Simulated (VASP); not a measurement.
# HgTe (Coloradoite) (F-43m) in VASP: a series of runs

The runs below take HgTe (Coloradoite) through single point, relaxation of cell and atoms, with PBE.

Everything below comes from runs of VASP 6.6.1. Logs are shortened: lines on timing, memory, paths and dates and some standing lists are left out, and cuts for length are marked.

### Step 1. The structure

Symmetry: F-43m, No. 216, cubic system. Conventional cell: a = 6.429 Å, b = 6.429 Å, c = 6.429 Å, α = 90.00°, β = 90.00°, γ = 90.00°. Around Hg (site symmetry -43m) lie 4 Te at 2.78 Å. Te (site symmetry -43m) has 4 Hg at 2.78 Å as nearest neighbours.

### Step 2. Single point, PBE

INCAR

```
SYSTEM = HgTe
PREC = Accurate
ENCUT = 520
EDIFF = 1E-6
ISMEAR = 0
SIGMA = 0.028999999999999998
LREAL = .False.
LASPH = .True.
NELM = 60
ALGO = Normal
ISIF = 2
LWAVE = .False.
LCHARG = .False.
GGA = PE
```

KPOINTS

```
regular mesh
0
Gamma
  7 7 7
  0 0 0
```

POSCAR

```
HgTe
1.0
    0.0000000000      3.2145000000      3.2145000000
    3.2145000000      0.0000000000      3.2145000000
    3.2145000000      3.2145000000      0.0000000000
Hg Te
1 1
Direct
    0.0000000000      0.0000000000      0.0000000000
    0.7500000000      0.7500000000      0.7500000000
```

Potentials or basis: VASP PAW PBE potentials, release 64 (Hg, Te).

Command:

```
$ cat potpaw_PBE.64/Hg/POTCAR potpaw_PBE.64/Te/POTCAR > POTCAR
$ mpirun -np 1 vasp_std > vasp.out
```

OUTCAR:

```text
SYSTEM = HgTe
   PREC = Accurate
   ENCUT = 520
   EDIFF = 1E-6
   ISMEAR = 0
   LREAL = .False.
   LASPH = .True.
   NELM = 60
   ISIF = 2
   GGA = PE

 ion  position               nearest neighbor table
   1  0.000  0.000  0.000-   2 2.78   2 2.78   2 2.78   2 2.78
   2  0.750  0.750  0.750-   1 2.78   1 2.78   1 2.78   1 2.78

  LATTYP: Found a face centered cubic cell.
 ALAT       =     6.4290000000

  Lattice vectors:

 A1 = (   0.0000000000,   3.2145000000,   3.2145000000)
 A2 = (   3.2145000000,   0.0000000000,   3.2145000000)
 A3 = (   3.2145000000,   3.2145000000,   0.0000000000)

Analysis of symmetry for initial positions (statically):
=====================================================================
 Subroutine PRICEL returns:
 Original cell was already a primitive cell.

 Routine SETGRP: Setting up the symmetry group for a
 face centered cubic supercell.

 Subroutine GETGRP returns: Found 24 space group operations
 (whereof 24 operations were pure point group operations)
 out of a pool of 48 trial point group operations.

The static configuration has the point symmetry T_d .

Analysis of symmetry for dynamics (positions and initial velocities):
=====================================================================
 Subroutine PRICEL returns:
 Original cell was already a primitive cell.

 Routine SETGRP: Setting up the symmetry group for a
 face centered cubic supercell.

 Subroutine GETGRP returns: Found 24 space group operations
 (whereof 24 operations were pure point group operations)
 out of a pool of 48 trial point group operations.

The dynamic configuration has the point symmetry T_d .

 Subroutine INISYM returns: Found 24 space group operations
 (whereof 24 operations are pure point group operations),
 and found     1 'primitive' translations

----------------------------------------------------------------------------------------

                                     Primitive cell

  volume of cell :      66.4309

  direct lattice vectors                    reciprocal lattice vectors
     0.000000000  3.214500000  3.214500000    -0.155545186  0.155545186  0.155545186
     3.214500000  0.000000000  3.214500000     0.155545186 -0.155545186  0.155545186
     3.214500000  3.214500000  0.000000000     0.155545186  0.155545186 -0.155545186

  length of vectors
     4.545989496  4.545989496  4.545989496     0.269412165  0.269412165  0.269412165

  position of ions in fractional coordinates (direct lattice)
     0.000000000  0.000000000  0.000000000
     0.750000000  0.750000000  0.750000000

  ion indices of the primitive-cell ions
   primitive index   ion index
                 1           1
                 2           2

----------------------------------------------------------------------------------------

 KPOINTS: regular mesh

Automatic generation of k-mesh.
 Grid dimensions read from file:
 generate k-points for:    7    7    7

 Generating k-lattice:

  Cartesian coordinates                     Fractional coordinates (reciprocal lattice)
    -0.022220741  0.022220741  0.022220741     0.142857143  0.000000000  0.000000000
     0.022220741 -0.022220741  0.022220741     0.000000000  0.142857143  0.000000000
     0.022220741  0.022220741 -0.022220741     0.000000000  0.000000000  0.142857143

  Length of vectors
     0.038487452  0.038487452  0.038487452

  Shift w.r.t. Gamma in fractional coordinates (k-lattice)
     0.000000000  0.000000000  0.000000000

 Subroutine IBZKPT returns following result:
 ===========================================

 Found     20 irreducible k-points:

 Following reciprocal coordinates:
            Coordinates               Weight
  0.000000  0.000000  0.000000      1.000000
  0.142857  0.000000  0.000000      8.000000
  0.285714  0.000000  0.000000      8.000000
  0.428571  0.000000  0.000000      8.000000
  0.142857  0.142857  0.000000      6.000000
  0.285714  0.142857  0.000000     24.000000
[... 12 lines left out ...]
 -0.428571  0.428571  0.142857     24.000000
 -0.285714  0.428571  0.142857     24.000000
   k-points           NKPTS =     20   k-points in BZ     NKDIM =     20   number of bands    NBANDS=     13
   number of dos      NEDOS =    301   number of ions     NIONS =      2
   total plane-waves  NPLWV =  46656
   dimension x,y,z NGX =    36 NGY =   36 NGZ =   36
   dimension x,y,z NGXF=    72 NGYF=   72 NGZF=   72
   ions per type =               1   1
   NGX,Y,Z   is equivalent  to a cutoff of  13.17, 13.17, 13.17 a.u.
   NGXF,Y,Z  is equivalent  to a cutoff of  26.33, 26.33, 26.33 a.u.
 SYSTEM =  HgTe
   PREC   = accura    normal or accurate (medium, high low for compatibility)
   ISTART =      0    job   : 0-new  1-cont  2-samecut
   ICHARG =      2    charge: 1-file 2-atom 10-const
   ISPIN  =      1    spin polarized calculation?
   LNONCOLLINEAR =      F non collinear calculations
   LSORBIT =      F    spin-orbit coupling
   LASPH  =      T    aspherical Exc in radial PAW
   ENCUT  =  520.0 eV  38.22 Ry    6.18 a.u.   8.45  8.45  8.45*2*pi/ulx,y,z
   NELM   =     60;   NELMIN=  2; NELMDL= -5     # of ELM steps
   EDIFF  = 0.1E-05   stopping-criterion for ELM
   LREAL  =      F    real-space projection
   EDIFFG = 0.1E-04   stopping-criterion for IOM
   NSW    =      0    number of steps for IOM
   IBRION =     -1    ionic relax: 0-MD 1-quasi-New 2-CG
   NFREE  =      0    steps in history (QN), initial steepest desc. (CG)
   ISIF   =      2    stress and relaxation
   ISYM   =      2    0-nonsym 1-usesym 2-fastsym
   POTIM  = 0.5000    time-step for ionic-motion
   TEBEG  =    0.0;   TEEND  =   0.0 temperature during run
   PSTRESS=    0.0 pullay stress
   NELECT =      18.0000    total number of electrons
   NUPDOWN=      -1.0000    fix difference up-down
   EMIN   =  10.00;   EMAX   =-10.00  energy-range for DOS
   EFERMI =   0.00;   METHOD = LEGACY
   ISMEAR =     0;   SIGMA  =   0.03  broadening in eV -4-tet -1-fermi 0-gaus
   EFERMI_NEDOS =   21; number of points for ismear=-14 and -15
   IALGO  =     38    algorithm
   IMIX   =      4    mixing-type and parameters
     AMIX     =   0.40;   BMIX     =  1.00
     AMIX_MAG =   1.60;   BMIX_MAG =  1.00
  volume/ion in A,a.u.               =      33.22       224.15
  Fermi-wavevector in a.u.,A,eV,Ry     =   1.059357  2.001894 15.268958  1.122237
  Thomas-Fermi vector in A             =   2.194699
   LORBIT       =      0    0 simple, 1 ext, 2 COOP (PROOUT), +10 PAW based schemes
   GGA     = PE    functional components
   LHFCALC =     F    Hartree Fock is set to
   AEXX    =    0.0000 exact exchange contribution
   IVDW    =     0    specifies the selected vdW correction
   LEPSILON=     F    determine dielectric tensor
   LRPA    =     F    only Hartree local field effects (RPA)
 non-spin polarized calculation
 Gauss-broadening in eV      SIGMA  =   0.03
  energy-cutoff  :      520.00
  volume of cell :       66.43
 maximum number of plane-waves:      1808
 NGX is ok and might be reduce to    36
   NGX = 17   NGY = 17   NGZ = 17

 number of electron      18.0000000 magnetization

 Free energy of the ion-electron system (eV)
  ---------------------------------------------------
  ext. energy  EPLUGINS =         0.00000000
  ---------------------------------------------------
  free energy    TOTEN  =        -3.55131546 eV

  energy without entropy =       -3.55118503  energy(sigma->0) =       -3.55125025

 E-fermi :   3.2836     XC(G=0):  -8.8173

 val. band max:        3.2747418703   @ k =   0.0000   0.0000   0.0000
 cond. band min:       4.0012183005   @ k =   0.4286   0.0000   0.0000
 fundamental gap:      0.7264764302
 Fermi energy:         3.2835743832

 k-point     1 :       0.0000    0.0000    0.0000
  band No.  band energies     occupation
      1      -8.8316      2.00000
      2      -4.1788      2.00000
      3      -4.1788      2.00000
      4      -4.1788      2.00000
      5      -3.6291      2.00000
      6      -3.6291      2.00000
      7       2.5885      2.00000
      8       3.2747      1.33333
      9       3.2747      1.33333
     10       3.2747      1.33333
     11       7.4726      0.00000
     12       7.4726      0.00000
     13       7.4726      0.00000

 k-point     2 :       0.1429    0.0000    0.0000
  band No.  band energies     occupation
      1      -8.7287      2.00000
      2      -4.1503      2.00000
      3      -4.1503      2.00000
      4      -4.1400      2.00000
      5      -3.6318      2.00000
      6      -3.6318      2.00000
      7       1.2002      2.00000
      8       3.0440      2.00000
      9       3.0440      2.00000
     10       4.0303      0.00000
     11       7.4600      0.00000
     12       7.7718      0.00000
     13       7.7718      0.00000

 k-point     3 :       0.2857    0.0000    0.0000
  band No.  band energies     occupation
      1      -8.4835      2.00000
      2      -4.0927      2.00000
      3      -4.0927      2.00000
      4      -3.9501      2.00000
      5      -3.6278      2.00000
      6      -3.6278      2.00000
      7      -0.5728      2.00000
      8       2.6031      2.00000
      9       2.6031      2.00000
     10       4.1308      0.00000
     11       8.1971      0.00000
     12       8.1971      0.00000
     13       8.5959      0.00000
[... 241 lines left out ...]
 k-point    19 :      -0.4286    0.4286    0.1429
  band No.  band energies     occupation
      1      -8.0677      2.00000
      2      -3.9732      2.00000
      3      -3.8969      2.00000
      4      -3.7838      2.00000
      5      -3.5956      2.00000
      6      -3.2094      2.00000
      7      -2.0686      2.00000
      8       0.6605      2.00000
      9       0.9686      2.00000
     10       5.8527      0.00000
     11       6.6948      0.00000
     12       9.3841      0.00000
     13      10.9504      0.00000

 k-point    20 :      -0.2857    0.4286    0.1429
  band No.  band energies     occupation
      1      -8.0496      2.00000
      2      -3.9650      2.00000
      3      -3.9072      2.00000
      4      -3.6997      2.00000
      5      -3.6429      2.00000
      6      -3.0516      2.00000
      7      -2.2803      2.00000
      8       0.3219      2.00000
      9       1.0546      2.00000
     10       6.1237      0.00000
     11       7.7094      0.00000
     12       8.9498      0.00000
     13       9.8406      0.00000

------------------------ aborting loop because EDIFF is reached ----------------------------------------

  FORCE on cell =-STRESS in cart. coord.  units (eV):
  Direction    XX          YY          ZZ          XY          YZ          ZX
  --------------------------------------------------------------------------------------
  -------------------------------------------------------------------------------------
  Total        1.9208003      1.9208003      1.9208003      0.0000000     -0.0000000      0.0000000
  in kB       46.3257548     46.3257548     46.3257548      0.0000000     -0.0000000      0.0000000
  external PRESSURE =      46.3257548 kB  Pullay stress =       0.0000000 kB

 VOLUME and BASIS-vectors are now :
 -----------------------------------------------------------------------------
  energy-cutoff  :      520.00
  volume of cell :       66.43
      direct lattice vectors                 reciprocal lattice vectors
     0.000000000  3.214500000  3.214500000    -0.155545186  0.155545186  0.155545186
     3.214500000  0.000000000  3.214500000     0.155545186 -0.155545186  0.155545186
     3.214500000  3.214500000  0.000000000     0.155545186  0.155545186 -0.155545186

 POSITION                                       TOTAL-FORCE (eV/Angst)
 -----------------------------------------------------------------------------------
      0.00000      0.00000      0.00000        -0.000000     -0.000000     -0.000000
      4.82175      4.82175      4.82175         0.000000      0.000000      0.000000
 -----------------------------------------------------------------------------------
    total drift:                                0.000000      0.000000      0.000000

  FREE ENERGIE OF THE ION-ELECTRON SYSTEM (eV)
  ---------------------------------------------------
  free  energy   TOTEN  =        -3.5513154586 eV

  energy  without entropy=       -3.5511850327  energy(sigma->0) =       -3.55125025
```

It took 19 s on 1 thread of AMD EPYC 7R43 (Zen 3), shared host; peak memory 0.17 GiB.

What came out:

```
Free energy            : -3.5513 eV
Pressure               : 4.6 GPa
Band gap on the k mesh : none (metal or under the smearing width)
```

Levels at points of the mesh, in eV from the Fermi level:
```csv
k point,band 5,band 6,band 7,band 8,band 9,band 10,band 11,band 12,band 13
"(0.00, 0.00, 0.00)",-6.91,-6.91,-0.70,-0.01,-0.01,-0.01,4.19,4.19,4.19
```

Spin-orbit coupling is left out, which matters for the levels of Hg, Te.

### Step 3. Relaxation of cell and atoms, PBE

INCAR

```
SYSTEM = HgTe
ALGO = Normal ; EDIFF = 1E-6
EDIFFG = -0.02 ; ENCUT = 580
GGA = PE ; IBRION = 2
ISIF = 3 ; ISMEAR = -1
LASPH = .TRUE. ; LCHARG = .FALSE.
LREAL = .FALSE. ; LWAVE = .FALSE.
NELM = 60 ; NSW = 40
PREC = Accurate ; SIGMA = 0.05
```

KPOINTS

```
k-points
0
G
  7 7 7
  0 0 0
```

POSCAR is that of step 2.

Potentials or basis: VASP PAW PBE potentials, release 64 (Hg, Te).

Command:

```
$ cat potpaw_PBE.64/Hg/POTCAR potpaw_PBE.64/Te/POTCAR > POTCAR
$ mpirun -np 1 vasp_std > vasp.out
```

Run time: 50 s. Hardware: 1 thread of AMD EPYC 7R43 (Zen 3), shared host; peak memory 0.19 GiB.

Results (log left out):

```
Free energy                            : -3.6466 eV
Relaxed volume                         : 36.83 Å³/atom
Relaxed cell                           : a = 4.705 Å, b = 4.705 Å, c = 4.705 Å, α = 60.00°, β = 60.00°, γ = 60.00°
Space group after relaxing (to 0.05 Å) : F-43m (No. 216)
Energy gained by relaxing              : 47.4 meV/atom
Ionic steps                            : 3
Pressure after relaxing                : 0.0 GPa
Band gap on the k mesh                 : none (metal or under the smearing width)
```

Step by step:
```csv
step,energy change (eV),largest force (eV/Å),pressure (GPa),volume (Å³)
1,0.0000,0.0000,4.65,66.43
2,-0.0867,0.0000,-1.03,76.14
3,-0.0949,0.0000,0.02,73.65
```

Final structure:
```xyz
2
Lattice="0.0000 3.3270 3.3270 3.3270 0.0000 3.3270 3.3270 3.3270 0.0000" Properties=species:S:1:pos:R:3 pbc="T T T"
Hg    0.0000    0.0000    0.0000
Te    4.9905    4.9905    4.9905
```

Levels at points of the mesh, in eV from the Fermi level:
```csv
k point,band 5,band 6,band 7,band 8,band 9,band 10,band 11,band 12,band 13
"(0.00, 0.00, 0.00)",-6.51,-6.51,-0.98,-0.05,-0.05,-0.05,4.33,4.33,4.33
```

Caveat: the volume moved by +11 % from the deposited cell, more than functionals usually miss. Zero-point motion and thermal expansion aren't in these numbers.

(Part 1 of 2 ends here.)
